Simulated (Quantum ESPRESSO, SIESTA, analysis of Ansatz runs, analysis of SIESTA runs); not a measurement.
# V_Cl in SrCl2 (Fm-3m): how far do the levels depend on the basis, the mesh and the program? (SIESTA and Quantum ESPRESSO), part 4 of 6

We place the charge-transition levels of V_Cl in SrCl2 (Fm-3m) with atom-centred orbitals, then repeat the energies at other levels of method to see what holds. Model: a cell of 54 host atoms with 1 Cl taken out.

SIESTA and Quantum ESPRESSO ; SIESTA numerical-orbital DFT, PBEsol, DZP basis, PseudoDojo 0.4.1 potentials converted to PSML; charged supercells in a uniform background, point-charge correction with alignment at far sites.

So far. Step 7 (SIESTA, PBEsol, DZP, mesh 300 Ry, energy shift 0.002 …): Against the first level the gap goes from 5.00 to 4.97 eV, and the level that moves most, (+1/0), from 4.20 to 4.17 eV.

## (8) SIESTA, PBEsol, SZP, mesh 300 Ry, energy shift 0.005 Ry, with orbitals at the vacancy, k = ¼

Level of this step: SIESTA numerical-orbital DFT, PBEsol, SZP basis, PseudoDojo 0.4.1 potentials converted to PSML; single point of a defect supercell at fixed charge in a uniform background (SIESTA).

The basis is cut down to SZP on the same structures. It is cheaper, and shows which numbers a minimal description loses first.

The input, defect.fdf:

```
SystemName                      Sr18Cl35
SystemLabel                     defect
NumberOfSpecies                 3
NumberOfAtoms                   54
%block ChemicalSpeciesLabel
  1   38 Sr
  2   17 Cl
  3  -17 Cl_ghost
%endblock ChemicalSpeciesLabel
LatticeConstant                 1.0 Ang
%block LatticeVectors
     0.000096000     6.977178000     6.977178000
    10.465767000     0.000144000    10.465767000
    10.465767000    10.465767000     0.000144000
%endblock LatticeVectors
AtomicCoordinatesFormat         Fractional
%block AtomicCoordinatesAndAtomicSpecies
     0.000596812    -0.000199510    -0.000278244  1
     0.371569996     0.252378223     0.252217697  2
     0.127092041     0.082107639     0.081904879  2
[... 2 atom lines left out ...]
     0.124283909     0.082937540     0.417191602  2
[... 5 atom lines left out ...]
     0.124352133     0.417230969     0.082838549  2
[... 1 atom line left out ...]
     0.368444450     0.588181625     0.587854458  2
[... 26 atom lines left out ...]
     0.874379352     0.583985343     0.583934988  2
[... 1 atom line left out ...]
     0.875113981     0.583917939     0.915897220  2
[... 5 atom lines left out ...]
     0.875224844     0.915868889     0.583906233  2
[... 4 atom lines left out ...]
     0.624999821     0.416666547     0.416666547  3
%endblock AtomicCoordinatesAndAtomicSpecies
%block kgrid.MonkhorstPack
    1   0   0  0.25
    0   1   0  0.25
    0   0   1  0.25
%endblock kgrid.MonkhorstPack
XC.Functional                   GGA
XC.Authors                      PBEsol
PAO.BasisSize                   SZP
PAO.EnergyShift                 0.005 Ry
Mesh.Cutoff                     300 Ry
NetCharge                       -1.0
OccupationFunction              FD
ElectronicTemperature           0.01 eV
MaxSCFIterations                150
SCF.MustConverge                true
SCF.Mixer.Method                Pulay
SCF.Mixer.Weight                0.2
SCF.Mixer.History               10
SCF.DM.Tolerance                1.0e-4
SCF.H.Tolerance                 1.0e-3 eV
WriteForces                     true
Charge.Mulliken                 end
SaveRho                         true
SaveElectrostaticPotential      true
Charge.Hirshfeld                end
Charge.Voronoi                  end
```

The run is started by

```console
> OMP_NUM_THREADS=1 siesta defect.fdf > defect.out
```

The log of the run:

```text
Version         : 5.4.2

                           ***********************
                           *  WELCOME TO SIESTA  *
                           ***********************

[...]
reinit: Reading from file defect.fdf

reinit: -----------------------------------------------------------------------
reinit: System Name: Sr18Cl35
reinit: -----------------------------------------------------------------------
reinit: System Label: defect
reinit: -----------------------------------------------------------------------

initatom: Reading input for the pseudopotentials and atomic orbitals ----------
Species number:   1 Atomic number:   38 Label: Sr
Species number:   2 Atomic number:   17 Label: Cl
Species number:   3 Atomic number:  -17 Label: Cl_ghost (floating PAOs)

[... pseudopotential checks and orbital generation ...]

prinput: Basis input

PAO.BasisType split

%block ChemicalSpeciesLabel
    1   38 Sr                      # Species index, atomic number, species label
    2   17 Cl                      # Species index, atomic number, species label
    3  -17 Cl_ghost                # Species index, atomic number, species label
%endblock ChemicalSpeciesLabel

%block PAO.Basis                 # Define Basis set
# WARNING: This information might be incomplete!
Sr                    4                    # Species label, number of l-shells
 n=4   0   1                         # n, l, Nzeta
   3.737
   1.000
 n=5   0   1                         # n, l, Nzeta
   9.543
[...]
n=4   1   1                         # n, l, Nzeta
[...]
n=5   1   1                         # n, l, Nzeta
[...]
Cl                    2                    # Species label, number of l-shells
[...]
(Free)E + p*V (eV/cell)   -32410.7007
Target enthalpy (eV/cell)   -32421.3435
[...]
siesta: Final energy (eV):
siesta:  Band Struct. =   -7029.849492
siesta:       Kinetic =    9960.561315
siesta:       Hartree =    5855.615821
siesta:         Exch. =   -7685.377950
siesta:         Corr. =    -688.360498
siesta:   Exch.-corr. =   -8373.738448
siesta:  Ion-electron =  -21851.884741
siesta:       Ion-ion =  -18011.897493
siesta:         Total =  -32421.343545
siesta:         Fermi =      -1.980067
[...]
siesta: Atomic forces (eV/Ang):
siesta:      1    0.014849    0.000439   -0.002340
siesta:      2    0.029048   -0.000814   -0.002286
siesta:      3    0.006184    0.012803    0.009941
[...]
siesta:     53    0.007751   -0.006785   -0.005312
siesta:     54    0.000699    0.001039    0.000940
siesta: ----------------------------------------
siesta:    Tot    0.030125   -0.008565   -0.006850
[...]
siesta: Stress tensor (static) (eV/Ang**3):
siesta:    -0.006380    0.000236    0.000237
siesta:     0.000236   -0.007255   -0.000351
siesta:     0.000237   -0.000351   -0.007254
[...]
siesta: Cell volume =       1528.420868 Ang**3
[...]
siesta: Pressure (static):
siesta:                Solid            Molecule  Units
siesta:           0.00007584          0.00007690  Ry/Bohr**3
siesta:           0.00696327          0.00706054  eV/Ang**3
siesta:          11.15638416         11.31222867  kBar
[...]
mulliken: Qtot =      426.000

Mulliken Atomic Populations:
Atom #   charge [q] valence [e]  Species
     1     0.819119    9.180881  Sr
     2    -0.407418    7.407418  Cl
     3    -0.422987    7.422987  Cl
     4     0.811086    9.188914  Sr
     5    -0.411413    7.411413  Cl
[...]
7     0.816438    9.183562  Sr
[...]
48     0.566931    9.433069  Sr
[...]
51     0.817487    9.182513  Sr
    52    -0.423429    7.423429  Cl
    53    -0.423356    7.423356  Cl
    54     6.955717    0.044283  Cl_ghost
 Total     6.000000

[...]
Job completed
```

It took 2.2 min on 1 MPI rank of Intel Xeon Platinum 8175M at 2.50GHz (Skylake/Cascade Lake), shared host; peak memory 0.73 GiB.

On the kept structures the largest force at this level is 0.08 eV/Å, so they are close to rest here too.

By state, in eV; the first energy still holds the atoms taken out or put in:

```csv
charge,moment (μB),"energy over the host, electrons at the valence top",point-charge term,potential shift at far sites,its spread,correction
−1,0,453.402,0.224,0.034,0.071,0.190
0,1,449.241,0.000,-,-,0.000
+1,0,445.003,0.224,0.002,0.079,0.225
```

Against the first level the gap goes from 5.00 to 4.80 eV, and the level that moves most, (0/−1), from 4.70 to 4.35 eV; counted from the conduction bottom it moves by 0.15 eV, so it follows the conduction band more closely, by this count alone (no common zero is set between the two levels of method).

## (9) SIESTA, PBEsol, TZP, mesh 300 Ry, energy shift 0.005 Ry, with orbitals at the vacancy, k = ¼

The basis is enlarged to TZP on the same structures. If the levels stay put, the first basis was large enough for them.

defect.fdf: that of step 8 with these lines changed.

```diff
@@ -42,3 +42,3 @@
 XC.Authors                      PBEsol
-PAO.BasisSize                   SZP
+PAO.BasisSize                   TZP
 PAO.EnergyShift                 0.005 Ry
```

The log of the run:

```text
Version         : 5.4.2

                           ***********************
                           *  WELCOME TO SIESTA  *
                           ***********************

[...]
reinit: Reading from file defect.fdf

reinit: -----------------------------------------------------------------------
reinit: System Name: Sr18Cl35
reinit: -----------------------------------------------------------------------
reinit: System Label: defect
reinit: -----------------------------------------------------------------------

initatom: Reading input for the pseudopotentials and atomic orbitals ----------
Species number:   1 Atomic number:   38 Label: Sr
Species number:   2 Atomic number:   17 Label: Cl
Species number:   3 Atomic number:  -17 Label: Cl_ghost (floating PAOs)

[... pseudopotential checks and orbital generation ...]

prinput: Basis input

PAO.BasisType split

%block ChemicalSpeciesLabel
    1   38 Sr                      # Species index, atomic number, species label
    2   17 Cl                      # Species index, atomic number, species label
    3  -17 Cl_ghost                # Species index, atomic number, species label
%endblock ChemicalSpeciesLabel

%block PAO.Basis                 # Define Basis set
# WARNING: This information might be incomplete!
Sr                    4                    # Species label, number of l-shells
 n=4   0   1                         # n, l, Nzeta
   3.737
   1.000
 n=5   0   3                         # n, l, Nzeta
   9.543      7.081      7.827
   1.000      1.000      1.000
 n=4   1   1                         # n, l, Nzeta
   4.413
   1.000
 n=5   1   1                         # n, l, Nzeta
   9.543
   1.000
Cl                    2                    # Species label, number of l-shells
[...]
2    0.019679   -0.003247   -0.004712
     3   -0.008657    0.010997    0.008525
[...]
53   -0.000058   -0.003793   -0.002387
    54   -0.002024   -0.000134   -0.000522
   Tot    0.027300   -0.007703   -0.006453
   Max    0.020943
   Res    0.007215    sqrt( Sum f_i^2 / 3N )
   Max    0.020943    constrained
[...]
Stress tensor Voigt[x,y,z,yz,xz,xy] (kbar):        0.26       -0.09       -0.09       -0.26       -0.14       -0.14
(Free)E + p*V (eV/cell)   -32433.9708
Target enthalpy (eV/cell)   -32433.9469
[...]
siesta: Final energy (eV):
siesta:  Band Struct. =   -7161.416284
siesta:       Kinetic =    9808.294704
siesta:       Hartree =    5728.511302
siesta:         Exch. =   -7646.138383
siesta:         Corr. =    -687.806318
siesta:   Exch.-corr. =   -8333.944701
siesta:  Ion-electron =  -21624.910752
siesta:       Ion-ion =  -18011.897493
siesta:         Total =  -32433.946940
siesta:         Fermi =      -1.933813
[...]
siesta: Stress tensor (static) (eV/Ang**3):
siesta:     0.000162   -0.000090   -0.000090
siesta:    -0.000090   -0.000057   -0.000159
siesta:    -0.000090   -0.000159   -0.000058
[...]
siesta: Cell volume =       1528.420868 Ang**3
[...]
siesta: Pressure (static):
siesta:                Solid            Molecule  Units
siesta:          -0.00000017          0.00000089  Ry/Bohr**3
siesta:          -0.00001564          0.00008205  eV/Ang**3
siesta:          -0.02505983          0.13145543  kBar
[...]
mulliken: Qtot =      426.000

Mulliken Atomic Populations:
Atom #   charge [q] valence [e]  Species
     1     0.856768    9.143232  Sr
     2    -0.411163    7.411163  Cl
     3    -0.443090    7.443090  Cl
     4     0.843549    9.156451  Sr
     5    -0.432867    7.432867  Cl
[...]
7     0.856809    9.143191  Sr
[...]
48     0.597247    9.402753  Sr
[...]
51     0.853826    9.146174  Sr
    52    -0.442081    7.442081  Cl
    53    -0.441381    7.441381  Cl
    54     6.912816    0.087184  Cl_ghost
 Total     6.000000

[...]
Job completed
```

Elapsed: 3.8 min, on 1 MPI rank; peak memory 0.88 GiB.

On the kept structures the largest force at this level is 0.04 eV/Å, so they are close to rest here too.

By state, in eV; the first energy still holds the atoms taken out or put in:

```
charge  moment (μB)  energy over the host, electrons at the valence top  point-charge term  potential shift at far sites  its spread  correction
    −1            0                                             453.839              0.224                         0.035       0.072       0.189
     0            1                                             449.304              0.000                             -           -       0.000
    +1            0                                             444.899              0.224                        -0.004       0.080       0.220
```

Against the first level the gap goes from 5.00 to 5.01 eV, and the level that moves most, (0/−1), from 4.70 to 4.72 eV.

## (10) SIESTA, PBEsol, DZP, mesh 300 Ry, energy shift 0.005 Ry, without orbitals at the vacancy, k = ¼

Basis functions at the vacant site are taken away. Electrons trapped in a vacancy have no atom to sit on, so a basis that only follows atoms may describe them poorly.

The input, defect.fdf:

```
SystemName                      Sr18Cl35
SystemLabel                     defect
NumberOfSpecies                 2
NumberOfAtoms                   53
%block ChemicalSpeciesLabel
  1   38 Sr
  2   17 Cl
%endblock ChemicalSpeciesLabel
LatticeConstant                 1.0 Ang
%block LatticeVectors
     0.000096000     6.977178000     6.977178000
    10.465767000     0.000144000    10.465767000
    10.465767000    10.465767000     0.000144000
%endblock LatticeVectors
AtomicCoordinatesFormat         Fractional
%block AtomicCoordinatesAndAtomicSpecies
     0.000596812    -0.000199510    -0.000278244  1
     0.371569996     0.252378223     0.252217697  2
[... 2 atom lines left out ...]
     0.369145122     0.245101490     0.588158850  2
[... 5 atom lines left out ...]
     0.369076825     0.588294005     0.245196514  2
[... 1 atom line left out ...]
    -0.018649095     0.337941347     0.337864333  1
[... 26 atom lines left out ...]
     0.505980161     0.337789454     0.337726295  1
[... 1 atom line left out ...]
     0.508145644     0.338135993     0.651927346  1
[... 5 atom lines left out ...]
     0.507704198     0.652517468     0.337932373  1
[... 4 atom lines left out ...]
     0.625368239     0.749948998     0.750037669  2
%endblock AtomicCoordinatesAndAtomicSpecies
%block kgrid.MonkhorstPack
    1   0   0  0.25
    0   1   0  0.25
    0   0   1  0.25
%endblock kgrid.MonkhorstPack
XC.Functional                   GGA
XC.Authors                      PBEsol
PAO.BasisSize                   DZP
PAO.EnergyShift                 0.005 Ry
Mesh.Cutoff                     300 Ry
NetCharge                       -1.0
OccupationFunction              FD
ElectronicTemperature           0.01 eV
MaxSCFIterations                150
SCF.MustConverge                true
SCF.Mixer.Method                Pulay
SCF.Mixer.Weight                0.2
SCF.Mixer.History               10
SCF.DM.Tolerance                1.0e-4
SCF.H.Tolerance                 1.0e-3 eV
WriteForces                     true
Charge.Mulliken                 end
SaveRho                         true
SaveElectrostaticPotential      true
Charge.Hirshfeld                end
Charge.Voronoi                  end
```

The log of the run:

```text
Version         : 5.4.2

                           ***********************
                           *  WELCOME TO SIESTA  *
                           ***********************

[...]
reinit: Reading from file defect.fdf

reinit: -----------------------------------------------------------------------
reinit: System Name: Sr18Cl35
reinit: -----------------------------------------------------------------------
reinit: System Label: defect
reinit: -----------------------------------------------------------------------

initatom: Reading input for the pseudopotentials and atomic orbitals ----------
Species number:   1 Atomic number:   38 Label: Sr
Species number:   2 Atomic number:   17 Label: Cl

[... pseudopotential checks and orbital generation ...]

prinput: Basis input

PAO.BasisType split

%block ChemicalSpeciesLabel
    1   38 Sr                      # Species index, atomic number, species label
    2   17 Cl                      # Species index, atomic number, species label
%endblock ChemicalSpeciesLabel

%block PAO.Basis                 # Define Basis set
# WARNING: This information might be incomplete!
Sr                    4                    # Species label, number of l-shells
 n=4   0   1                         # n, l, Nzeta
   3.737
   1.000
 n=5   0   2                         # n, l, Nzeta
   9.543      7.081
   1.000      1.000
 n=4   1   1                         # n, l, Nzeta
   4.413
   1.000
 n=5   1   1                         # n, l, Nzeta
   9.543
   1.000
Cl                    2                    # Species label, number of l-shells
 n=3   0   2                         # n, l, Nzeta
   4.413      2.893
   1.000      1.000
 n=3   1   2 P   1                   # n, l, Nzeta, Polarization, NzetaPol
   5.490      3.619
   1.000      1.000
[...]
(Free)E + p*V (eV/cell)   -32432.1928
Target enthalpy (eV/cell)   -32432.1812
[...]
siesta: Final energy (eV):
siesta:  Band Struct. =   -7155.785200
siesta:       Kinetic =    9814.085979
siesta:       Hartree =    5732.699456
siesta:         Exch. =   -7647.301967
siesta:         Corr. =    -687.819329
siesta:   Exch.-corr. =   -8335.121296
siesta:  Ion-electron =  -21631.947882
siesta:       Ion-ion =  -18011.897493
siesta:         Total =  -32432.181236
siesta:         Fermi =      -2.009307
[...]
siesta: Atomic forces (eV/Ang):
siesta:      1    0.009572    0.000007   -0.002506
siesta:      2    0.016397   -0.002025   -0.003399
siesta:      3   -0.008385    0.010565    0.008073
[...]
siesta:     52    0.005080   -0.005151   -0.003708
siesta:     53    0.001071   -0.004662   -0.003290
siesta: ----------------------------------------
siesta:    Tot    0.024483   -0.006374   -0.005204
[...]
siesta: Stress tensor (static) (eV/Ang**3):
siesta:     0.000103   -0.000002   -0.000001
siesta:    -0.000002   -0.000041   -0.000140
siesta:    -0.000001   -0.000140   -0.000040
[...]
siesta: Cell volume =       1528.420868 Ang**3
[...]
siesta: Pressure (static):
siesta:                Solid            Molecule  Units
siesta:          -0.00000008          0.00000006  Ry/Bohr**3
siesta:          -0.00000754          0.00000561  eV/Ang**3
siesta:          -0.01207701          0.00899606  kBar
[...]
mulliken: Qtot =      426.000

Mulliken Atomic Populations:
Atom #   charge [q] valence [e]  Species
     1     0.968474    9.031526  Sr
     2    -0.477425    7.477425  Cl
     3    -0.499792    7.499792  Cl
     4     0.957726    9.042274  Sr
     5    -0.490260    7.490260  Cl
[...]
7     0.967340    9.032660  Sr
[...]
48     0.686346    9.313654  Sr
[...]
51     0.968356    9.031644  Sr
    52    -0.498446    7.498446  Cl
    53    -0.498280    7.498280  Cl
 Total    -1.000000

[...]
Job completed
```

Run time: 3.2 min. Hardware: 1 MPI rank; peak memory 0.8 GiB.

On the kept structures the largest force at this level is 0.11 eV/Å, so they are close to rest here too.

By state, in eV; the first energy still holds the atoms taken out or put in:

```
charge  moment (μB)  energy over the host, electrons at the valence top  point-charge term  potential shift at far sites  its spread  correction
    −1            0                                             453.999              0.224                         0.039       0.074       0.184
     0            1                                             449.498              0.000                             -           -       0.000
    +1            0                                             444.980              0.224                         0.002       0.081       0.226
```

Against the first level the gap goes from 5.00 to 5.00 eV, and the level that moves most, (+1/0), from 4.20 to 4.29 eV.

[end of part 4 of 6]

[Logs are printed without paths, hosts, clocks, repeated set-up lines and the standing remarks that a program may print on its own settings, such as how far it seeks lower states.]

[Hosts, paths, dates, database ids (printed as entryN), source tags and the programs' standing remarks are cut or masked in the printed files.]

[For some hosts the program warned that the k-mesh of the response run may be too coarse for force constants and the static dielectric constant; such warnings are not shown here.]

[Charge tables in the logs are Mulliken or Hirshfeld populations, whose sizes and signs can differ; where basis functions stand at a vacancy, SIESTA counts their charge against the missing atom's valence.]

[In relaxation paths of CP2K, step 0 can be the structure after the first move, since the trajectory file begins there, and the last row can be the final structure solved once more.]
